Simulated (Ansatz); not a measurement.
**Band structure of Mg**

```xyz
1
Lattice="-1.7919 1.7919 1.7919 1.7919 -1.7919 1.7919 1.7919 1.7919 -1.7919" Properties=species:S:1:pos:R:3 pbc="T T T"
Mg    0.0000    0.0000    0.0000
```

The structure comes from a relaxation in the same program, started in the bcc type, and has space group Im-3m. Whether it is a known phase or the ground state wasn't checked.

Level of theory: DFT, PBE, all-electron LAPW, scalar-relativistic in Ansatz 0.2.0.

Numerical set-up: a Γ-centred 13×13×13 k mesh, Fermi–Dirac smearing of 0.05 eV, basis error target 0.25 meV/atom, no spin polarisation.

Points in fractions of the reciprocal vectors of this cell: Γ (0, 0, 0), H (0.5, -0.5, 0.5), N (0, 0, 0.5), P (0.25, 0.25, 0.25). The path joins them by straight lines in the order Γ–H–N–Γ–P–H–P–N; legs that retrace an earlier one aren't tabulated. Energies are in eV from the Fermi level.

(1) Is there a gap?

(2) List the levels between -5 and 2.5 eV at the symmetry points.

## Answers

(1) none: bands cross the Fermi level, a metal.

(2) 
Γ: none in this range
H: none in this range
N: -1.51, -0.94
P: 1.17 (×3)
